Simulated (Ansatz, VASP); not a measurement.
**One calculation of PbS, two programs**

```xyz
2
Lattice="0.0000 3.3657 3.3657 3.3657 0.0000 3.3657 3.3657 3.3657 0.0000" Properties=species:S:1:pos:R:3 pbc="T T T"
Pb    0.0000    0.0000    0.0000
S     1.6829    1.6829    1.6829
```

Alike in both runs: task single point; functional r2SCAN; k mesh 6 × 6 × 6; no spin polarisation.

|  | VASP | Ansatz |
| --- | --- | --- |
| version | VASP 6.6.1 | Ansatz 0.2.0 |
| potentials or method | VASP PAW PBE potentials, release 64 (Pb_d, S) | plane waves, PAW |
| plane-wave cutoff (eV) | 520 | 500 |
| occupations | gaussian, width 0.01 eV | fixed |
| valence electrons in the cell | 20 | 20 |

```tsv
	VASP	Ansatz	Ansatz less VASP
gap on the k mesh at the Fermi level (eV)	1.19	1.19	0.000
pressure (GPa)	-2.0	-2.0	+0.01
```

Caveats: the PAW data sets were made with another functional, which shifts forces and pressure a little (VASP); spin-orbit coupling is left out, which as a rule narrows the gap of such compounds by several tenths of an eV. A k mesh can miss the band edges.
